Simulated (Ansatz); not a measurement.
Zn started on a S site in zincblende ZnS, 64 atoms, charge +2

All numbers come from Ansatz (PAW, plane waves, no spin–orbit coupling) at the single k point (¼, ¼, ¼) without its symmetry partners. The atoms were relaxed with PBEsol in a fixed cell; other functionals are single points on those atoms unless said otherwise. The valence top and gap of the host come from its small cell on a dense mesh, with the band extrema sought between the mesh points, lined up by the mean potential, PBEsol gap 2.09 eV, HSE06 gap 3.46 eV. The charge correction uses an assumed dielectric constant of 8.3.

Cell: a = 10.713 Å, b = 10.713 Å, c = 10.713 Å, α = 90.00°, β = 90.00°, γ = 90.00°.

Nearest atoms after relaxation, from the placed atom (for vacancies from the middle of the vacant sites): Zn at 2.72 Å, Zn at 2.72 Å, Zn at 2.72 Å, Zn at 2.83 Å.

Chemical potentials μ are those of reference phases of the elements at zero temperature by the same functional (the usual solids, diamond for C, grey Sn, and the molecules H2, N2, O2, F2, Cl2, Br2 and S8).

```
functional  E(defect) − E(host) − Σ nμ + q·E_VBM (eV)  monopole (eV)  alignment (eV)  formation energy at E_F = VBM (eV)  moment (μB)              wall time, shared host
    PBEsol                                       1.71           0.92           -0.18                                2.45  0 (no spin)  8.9 s on NVIDIA GB300 (relaxation)
     HSE06                                       0.71           0.92           -0.14                                1.49  0 (no spin)                35 s on NVIDIA GB300
```

Q: How does the monopole term follow by hand for this cubic cell?

A: q²·α·e²/(4πε₀)/(2εL) with the Madelung constant α = 2.837 and e²/4πε₀ = 14.40 eV·Å: 4 × 2.837 × 14.40 / (2 × 8.3 × 10.713) = 0.92 eV.

HSE06 one-electron levels near the gap (the ten most localised at most), from the host's valence top, not corrected for the charge's images:

| level (eV) | spin | filling | atoms sharing it | element of the atom with most weight |
| --- | --- | --- | --- | --- |
| -0.13 | both | 2.00 | 44.0 | spread |
| -0.13 | both | 2.00 | 44.0 | spread |
| 3.09 | both | 0.00 | 6.5 | Zn |
| 3.19 | both | 0.00 | 6.2 | Zn |
| 3.19 | both | 0.00 | 6.2 | Zn |

All elements are taken at their own reference at once; growth conditions in equilibrium with the host shift these energies, by up to the host's formation enthalpy.

One k point and a cell of this size can leave errors of several tenths of an eV in such numbers.
